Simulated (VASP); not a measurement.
# KCl (Sylvite) (Fm-3m) in VASP: a series of runs

The runs below take KCl (Sylvite) through single point, with PBE.

Program: VASP 6.6.1. These are calculated values, not measurements. Logs are shortened: lines on timing, memory, paths and dates and some standing lists are left out, and cuts for length are marked.

**What was measured.**

From a printed reference work, monograph, for a bulk crystal of KCl: band gap 8.68 eV.

How close the calculation comes is told below.

**1. The cell of the first run**

Symmetry: Fm-3m, No. 225, cubic system. The conventional cell has a = 6.376 Å, b = 6.376 Å, c = 6.376 Å, α = 90.00°, β = 90.00°, γ = 90.00°. Within 4.2 Å of K (site symmetry m-3m) lie 6 Cl at 3.19 Å. Within 4.2 Å of Cl (site symmetry m-3m) lie 6 K at 3.19 Å.

**2. Single point, PBE**

Contents of INCAR:

```
SYSTEM = KCl
ALGO = Normal ; EDIFF = 1E-6
ENCUT = 520 ; GGA = PE
ISIF = 2 ; ISMEAR = -1
LASPH = .TRUE. ; LCHARG = .FALSE.
LREAL = .FALSE. ; LWAVE = .FALSE.
NBANDS = 15 ; NELM = 60
PREC = Accurate ; SIGMA = 0.05
```

Contents of KPOINTS:

```
k-points
0
G
  7 7 7
  0 0 0
```

Contents of POSCAR:

```
KCl
1.0
    0.0000000000      3.1878756693      3.1878756693
    3.1878756693      0.0000000000      3.1878756693
    3.1878756693      3.1878756693      0.0000000000
K Cl
1 1
Direct
    0.0000000000      0.0000000000      0.0000000000
    0.5000000000      0.5000000000      0.5000000000
```

Potentials or basis: VASP PAW PBE potentials, release 64 (K_sv, Cl).

The run is started by

```
cat potpaw_PBE.64/K_sv/POTCAR potpaw_PBE.64/Cl/POTCAR > POTCAR
mpirun -np 1 vasp_std > vasp.out
```

OUTCAR:

```text
SYSTEM = KCl
   EDIFF = 1E-6
   ENCUT = 520
   GGA = PE
   ISIF = 2
   ISMEAR = -1
   LASPH = .TRUE.
   LREAL = .FALSE.
   NELM = 60
   PREC = Accurate

 ion  position               nearest neighbor table
   1  0.000  0.000  0.000-   2 3.19   2 3.19   2 3.19   2 3.19   2 3.19   2 3.19
   2  0.500  0.500  0.500-   1 3.19   1 3.19   1 3.19   1 3.19   1 3.19   1 3.19

  LATTYP: Found a face centered cubic cell.
 ALAT       =     6.3757513386

  Lattice vectors:

 A1 = (   0.0000000000,   3.1878756693,   3.1878756693)
 A2 = (   3.1878756693,   0.0000000000,   3.1878756693)
 A3 = (   3.1878756693,   3.1878756693,   0.0000000000)

Analysis of symmetry for initial positions (statically):
=====================================================================
 Subroutine PRICEL returns:
 Original cell was already a primitive cell.

 Routine SETGRP: Setting up the symmetry group for a
 face centered cubic supercell.

 Subroutine GETGRP returns: Found 48 space group operations
 (whereof 48 operations were pure point group operations)
 out of a pool of 48 trial point group operations.

The static configuration has the point symmetry O_h .

Analysis of symmetry for dynamics (positions and initial velocities):
=====================================================================
 Subroutine PRICEL returns:
 Original cell was already a primitive cell.

 Routine SETGRP: Setting up the symmetry group for a
 face centered cubic supercell.

 Subroutine GETGRP returns: Found 48 space group operations
 (whereof 48 operations were pure point group operations)
 out of a pool of 48 trial point group operations.

The dynamic configuration has the point symmetry O_h .

 Subroutine INISYM returns: Found 48 space group operations
 (whereof 48 operations are pure point group operations),
 and found     1 'primitive' translations

----------------------------------------------------------------------------------------

                                     Primitive cell

  volume of cell :      64.7939

  direct lattice vectors                    reciprocal lattice vectors
     0.000000000  3.187875669  3.187875669    -0.156844260  0.156844260  0.156844260
     3.187875669  0.000000000  3.187875669     0.156844260 -0.156844260  0.156844260
     3.187875669  3.187875669  0.000000000     0.156844260  0.156844260 -0.156844260

  length of vectors
     4.508337007  4.508337007  4.508337007     0.271662227  0.271662227  0.271662227

  position of ions in fractional coordinates (direct lattice)
[... 8 lines left out ...]
----------------------------------------------------------------------------------------

 KPOINTS: k-points

Automatic generation of k-mesh.
 Grid dimensions read from file:
 generate k-points for:    7    7    7

 Generating k-lattice:

  Cartesian coordinates                     Fractional coordinates (reciprocal lattice)
    -0.022406323  0.022406323  0.022406323     0.142857143  0.000000000  0.000000000
     0.022406323 -0.022406323  0.022406323     0.000000000  0.142857143  0.000000000
     0.022406323  0.022406323 -0.022406323     0.000000000  0.000000000  0.142857143

  Length of vectors
     0.038808890  0.038808890  0.038808890

  Shift w.r.t. Gamma in fractional coordinates (k-lattice)
     0.000000000  0.000000000  0.000000000

 Subroutine IBZKPT returns following result:
 ===========================================

 Found     20 irreducible k-points:

 Following reciprocal coordinates:
            Coordinates               Weight
  0.000000  0.000000  0.000000      1.000000
  0.142857  0.000000  0.000000      8.000000
  0.285714  0.000000  0.000000      8.000000
  0.428571  0.000000  0.000000      8.000000
  0.142857  0.142857  0.000000      6.000000
  0.285714  0.142857  0.000000     24.000000
[... 12 lines left out ...]
 -0.428571  0.428571  0.142857     24.000000
 -0.285714  0.428571  0.142857     24.000000
   k-points           NKPTS =     20   k-points in BZ     NKDIM =     20   number of bands    NBANDS=     15
   number of dos      NEDOS =    301   number of ions     NIONS =      2
   total plane-waves  NPLWV =  46656
   dimension x,y,z NGX =    36 NGY =   36 NGZ =   36
   dimension x,y,z NGXF=    72 NGYF=   72 NGZF=   72
   ions per type =               1   1
   NGX,Y,Z   is equivalent  to a cutoff of  13.28, 13.28, 13.28 a.u.
   NGXF,Y,Z  is equivalent  to a cutoff of  26.55, 26.55, 26.55 a.u.
 SYSTEM =  KCl
   PREC   = accura    normal or accurate (medium, high low for compatibility)
   ISTART =      0    job   : 0-new  1-cont  2-samecut
   ICHARG =      2    charge: 1-file 2-atom 10-const
   ISPIN  =      1    spin polarized calculation?
   LNONCOLLINEAR =      F non collinear calculations
   LSORBIT =      F    spin-orbit coupling
   LASPH  =      T    aspherical Exc in radial PAW
   ENCUT  =  520.0 eV  38.22 Ry    6.18 a.u.   8.38  8.38  8.38*2*pi/ulx,y,z
   NELM   =     60;   NELMIN=  2; NELMDL= -5     # of ELM steps
   EDIFF  = 0.1E-05   stopping-criterion for ELM
   LREAL  =      F    real-space projection
   EDIFFG = 0.1E-04   stopping-criterion for IOM
   NSW    =      0    number of steps for IOM
   IBRION =     -1    ionic relax: 0-MD 1-quasi-New 2-CG
   NFREE  =      0    steps in history (QN), initial steepest desc. (CG)
   ISIF   =      2    stress and relaxation
   ISYM   =      2    0-nonsym 1-usesym 2-fastsym
   POTIM  = 0.5000    time-step for ionic-motion
   TEBEG  =    0.0;   TEEND  =   0.0 temperature during run
   PSTRESS=    0.0 pullay stress
   NELECT =      16.0000    total number of electrons
   NUPDOWN=      -1.0000    fix difference up-down
   EMIN   =  10.00;   EMAX   =-10.00  energy-range for DOS
   EFERMI =   0.00;   METHOD = LEGACY
   ISMEAR =    -1;   SIGMA  =   0.05  broadening in eV -4-tet -1-fermi 0-gaus
   EFERMI_NEDOS =   21; number of points for ismear=-14 and -15
   IALGO  =     38    algorithm
   IMIX   =      4    mixing-type and parameters
     AMIX     =   0.40;   BMIX     =  1.00
     AMIX_MAG =   1.60;   BMIX_MAG =  1.00
  volume/ion in A,a.u.               =      32.40       218.63
  Fermi-wavevector in a.u.,A,eV,Ry     =   1.027078  1.940896 14.352641  1.054889
  Thomas-Fermi vector in A             =   2.161004
   LORBIT       =      0    0 simple, 1 ext, 2 COOP (PROOUT), +10 PAW based schemes
   GGA     = PE    functional components
   LHFCALC =     F    Hartree Fock is set to
   AEXX    =    0.0000 exact exchange contribution
   IVDW    =     0    specifies the selected vdW correction
   LEPSILON=     F    determine dielectric tensor
   LRPA    =     F    only Hartree local field effects (RPA)
 non-spin polarized calculation
  energy-cutoff  :      520.00
  volume of cell :       64.79
 maximum number of plane-waves:      1807
 NGX is ok and might be reduce to    36
   NGX = 17   NGY = 17   NGZ = 17

 number of electron      15.9999998 magnetization

 Free energy of the ion-electron system (eV)
  ---------------------------------------------------
  ext. energy  EPLUGINS =         0.00000000
  ---------------------------------------------------
  free energy    TOTEN  =        -6.81090124 eV

  energy without entropy =       -6.81090124  energy(sigma->0) =       -6.81090124

 E-fermi :  -0.9349     XC(G=0):  -7.3803

 val. band max:       -1.9934606670   @ k =   0.0000   0.0000   0.0000
 cond. band min:       3.0609012462   @ k =   0.0000   0.0000   0.0000
 fundamental gap:      5.0543619132
 Fermi energy:        -0.9349151257

 k-point     1 :       0.0000    0.0000    0.0000
  band No.  band energies     occupation
      1     -29.2890      2.00000
      2     -14.0685      2.00000
      3     -12.7490      2.00000
      4     -12.7490      2.00000
      5     -12.7490      2.00000
      6      -1.9935      2.00000
      7      -1.9935      2.00000
      8      -1.9935      2.00000
      9       3.0609      0.00000
     10       6.3622      0.00000
     11       6.3622      0.00000
     12       6.3622      0.00000
     13       7.2175      0.00000
     14       7.2175      0.00000
     15      10.8464      0.00000

 k-point     2 :       0.1429    0.0000    0.0000
  band No.  band energies     occupation
      1     -29.2874      2.00000
      2     -14.1049      2.00000
      3     -12.7506      2.00000
      4     -12.7506      2.00000
      5     -12.7036      2.00000
      6      -2.2187      2.00000
      7      -2.0519      2.00000
      8      -2.0519      2.00000
      9       3.5235      0.00000
     10       6.2156      0.00000
     11       6.6067      0.00000
     12       6.6067      0.00000
     13       7.4757      0.00000
     14       7.4757      0.00000
     15      11.5386      0.00000

 k-point     3 :       0.2857    0.0000    0.0000
  band No.  band energies     occupation
      1     -29.2838      2.00000
      2     -14.1791      2.00000
      3     -12.7542      2.00000
      4     -12.7542      2.00000
      5     -12.6088      2.00000
      6      -2.6474      2.00000
      7      -2.1781      2.00000
      8      -2.1781      2.00000
      9       4.5565      0.00000
     10       6.1352      0.00000
     11       7.2887      0.00000
     12       7.2887      0.00000
     13       8.1667      0.00000
     14       8.1667      0.00000
     15      11.0257      0.00000

 k-point     4 :       0.4286    0.0000    0.0000
  band No.  band energies     occupation
      1     -29.2808      2.00000
      2     -14.2330      2.00000
      3     -12.7570      2.00000
      4     -12.7570      2.00000
      5     -12.5382      2.00000
      6      -2.9408      2.00000
      7      -2.2743      2.00000
      8      -2.2743      2.00000
      9       5.3724      0.00000
     10       6.3754      0.00000
     11       8.1873      0.00000
     12       8.1873      0.00000
     13       9.0027      0.00000
     14       9.0027      0.00000
     15      10.0166      0.00000
[... 235 lines left out ...]
 k-point    18 :      -0.4286    0.2857    0.1429
  band No.  band energies     occupation
      1     -29.2791      2.00000
      2     -14.1404      2.00000
      3     -12.8032      2.00000
      4     -12.7814      2.00000
      5     -12.6275      2.00000
      6      -2.7326      2.00000
      7      -2.3623      2.00000
      8      -2.2969      2.00000
      9       5.7232      0.00000
     10       6.0692      0.00000
     11       7.6894      0.00000
     12       8.1950      0.00000
     13       8.7438      0.00000
     14       9.2218      0.00000
     15       9.7122      0.00000

 k-point    19 :      -0.4286    0.4286    0.1429
  band No.  band energies     occupation
      1     -29.2783      2.00000
      2     -14.0551      2.00000
      3     -12.8329      2.00000
      4     -12.8078      2.00000
      5     -12.7072      2.00000
      6      -2.6072      2.00000
      7      -2.3273      2.00000
      8      -2.2964      2.00000
      9       5.1290      0.00000
     10       6.3310      0.00000
     11       7.4002      0.00000
     12       8.3022      0.00000
     13       8.6040      0.00000
     14       9.3474      0.00000
     15       9.8138      0.00000

 k-point    20 :      -0.2857    0.4286    0.1429
  band No.  band energies     occupation
      1     -29.2780      2.00000
      2     -14.0806      2.00000
      3     -12.8382      2.00000
      4     -12.8076      2.00000
      5     -12.6653      2.00000
      6      -2.5387      2.00000
      7      -2.4762      2.00000
      8      -2.3339      2.00000
      9       5.6843      0.00000
     10       6.3496      0.00000
     11       7.3414      0.00000
     12       7.7580      0.00000
     13       9.2414      0.00000
     14       9.3090      0.00000
     15      10.1000      0.00000

------------------------ aborting loop because EDIFF is reached ----------------------------------------

  FORCE on cell =-STRESS in cart. coord.  units (eV):
  Direction    XX          YY          ZZ          XY          YZ          ZX
  --------------------------------------------------------------------------------------
  -------------------------------------------------------------------------------------
  Total        0.0255292      0.0255292      0.0255292      0.0000000      0.0000000      0.0000000
  in kB        0.6312687      0.6312687      0.6312687      0.0000000      0.0000000      0.0000000
  external PRESSURE =       0.6312687 kB  Pullay stress =       0.0000000 kB

 VOLUME and BASIS-vectors are now :
 -----------------------------------------------------------------------------
  energy-cutoff  :      520.00
  volume of cell :       64.79
      direct lattice vectors                 reciprocal lattice vectors
     0.000000000  3.187875669  3.187875669    -0.156844260  0.156844260  0.156844260
     3.187875669  0.000000000  3.187875669     0.156844260 -0.156844260  0.156844260
     3.187875669  3.187875669  0.000000000     0.156844260  0.156844260 -0.156844260

 POSITION                                       TOTAL-FORCE (eV/Angst)
 -----------------------------------------------------------------------------------
      0.00000      0.00000      0.00000        -0.000000     -0.000000     -0.000000
      3.18788      3.18788      3.18788         0.000000      0.000000      0.000000
 -----------------------------------------------------------------------------------
    total drift:                                0.000000      0.000000      0.000000

  FREE ENERGIE OF THE ION-ELECTRON SYSTEM (eV)
  ---------------------------------------------------
  free  energy   TOTEN  =        -6.8109012420 eV

  energy  without entropy=       -6.8109012419  energy(sigma->0) =       -6.81090124
```

Wall time 26 s (1 thread of Intel Xeon Platinum 8259CL at 2.50GHz (Skylake/Cascade Lake), shared host); peak memory 0.2 GiB.

What came out:

| Quantity | Value |
| --- | --- |
| Free energy | -6.8109 eV |
| Pressure | 0.1 GPa |
| Band gap on the k mesh | 5.05 eV, direct |

(Part 1 of 2 ends here.)
